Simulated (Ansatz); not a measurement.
Runs of Ansatz 0.2.0 on Zr. Symmetry: P6_3/mmc, No. 194, hexagonal system. The conventional cell has a = 3.232 Å, b = 3.232 Å, c = 5.147 Å, α = 90.00°, β = 90.00°, γ = 120.00°. Around Zr (site symmetry -6m2) lie 12 Zr at 3.18 to 3.23 Å. 

```csv
task,level,cell,k mesh,smearing,atoms under strain,mesh quality,gap on the mesh (eV),pressure (GPa),relaxed volume (Å³/atom)
elastic constants,LDA,as given,7 × 7 × 4,fermi-dirac 0.05 eV,clamped,not flagged,none,-6.0,-
relaxation of cell and atoms,PBE0,relaxed,5 × 5 × 3,fermi-dirac 0.05 eV,-,coarse,none,0.0,23.42
relaxation of cell and atoms,BLYP+D3(BJ),relaxed,9 × 9 × 5,fermi-dirac 0.05 eV,-,not flagged,none,0.0,(a)
single point,PBE,as given,9 × 9 × 5,gaussian 0.017 eV,-,not flagged,none,0.6,-
single point,PBE,as given,9 × 9 × 5,gaussian 0.021 eV,-,not flagged,none,0.6,-
```

Alike in all rows: potentials or basis Ansatz PAW; no spin polarisation; cutoff (eV) 420.

Task: Estimate the missing entries.

Result: (a) 21.81.

Caveats: some runs use coarse meshes; the PAW data sets come from PBE, with cores solved anew for the run's functional, which leaves a small shift of forces and pressure (some runs); the plane-wave basis is chosen anew once the cell has moved, so the energies of steps on either side of that aren't comparable (some runs); the cell is more than 3 GPa from zero pressure, which shifts response properties (some runs); elastic constants of metals need much finer meshes, so these are rough (some runs); pairwise dispersion overbinds metals, which lowers pressure and volume (some runs).

A k mesh can miss the band edges, and the runs leave out spin-orbit coupling on Zr.

A gap of «none» marks a metal or a gap under the smearing width.
